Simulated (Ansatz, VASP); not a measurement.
**W: VASP beside Ansatz**

The input INCAR:

```
ALGO = Normal
EDIFF = 1E-6
ENCUT = 520
GGA = PS
ISIF = 2
ISMEAR = -1
LASPH = True
LCHARG = True
LELF = True
LREAL = False
LVHAR = True
LWAVE = False
NBANDS = 13
NELM = 60
PREC = Accurate
SIGMA = 0.05
```

File KPOINTS:

```
k-points
0
Gamma
  12 12 12
```

The input POSCAR:

```
W
1.0
   -1.5500431812      1.5500431812      1.5500431812
    1.5500431812     -1.5500431812      1.5500431812
    1.5500431812      1.5500431812     -1.5500431812
W
1
Direct
    0.0000000000      0.0000000000      0.0000000000
```

File input.yaml:

```yaml
crystal:
  lattice:
    - [-1.5500431812, 1.5500431812, 1.5500431812]
    - [1.5500431812, -1.5500431812, 1.5500431812]
    - [1.5500431812, 1.5500431812, -1.5500431812]
  atoms:
    - { symbol: W, position: [0.0, 0.0, 0.0] }
kpoints:
  mp_grid: { grid: [12, 12, 12] }
scf:
  occupations: { method: fermi_dirac, width: 0.05 }
hamiltonian:
  xc: pbesol
  pseudopotentials: { kind: all_electron, lapw: { basis_error: 0.0005 } }
output:
  forces: true
  stress: true
  eigenvalues: true
```

Change from the starting cell: volume scaled by 0.94.

Alike in both runs: task single point; functional PBEsol; k mesh 12 × 12 × 12; occupations fermi-dirac, width 0.05 eV; no spin polarisation.

|  | VASP | Ansatz |
| --- | --- | --- |
| version | VASP 6.6.1 | Ansatz 0.2.0 |
| potentials or method | VASP PAW PBE potentials, release 64 (W_sv) | all-electron LAPW, scalar-relativistic |
| plane-wave cutoff (eV) | 520 | see its input |

|  | VASP | Ansatz | Ansatz less VASP |
| --- | --- | --- | --- |
| gap on the k mesh at the Fermi level (eV) | none | none | - |
| pressure (GPa) | 19.3 | 18.3 | -1.04 |

A gap of «none» marks a metal or a gap that the smearing closes. Ansatz ran all-electron here, so the differences hold the error of VASP's frozen core and of both bases.

Caveats: so large a pressure means that the cell lies far from this level's equilibrium, or that cutoff or potentials fall short (VASP); the potentials were made for another functional, which shifts forces and pressure (VASP). The runs have no spin-orbit coupling, so splittings on W are missing.
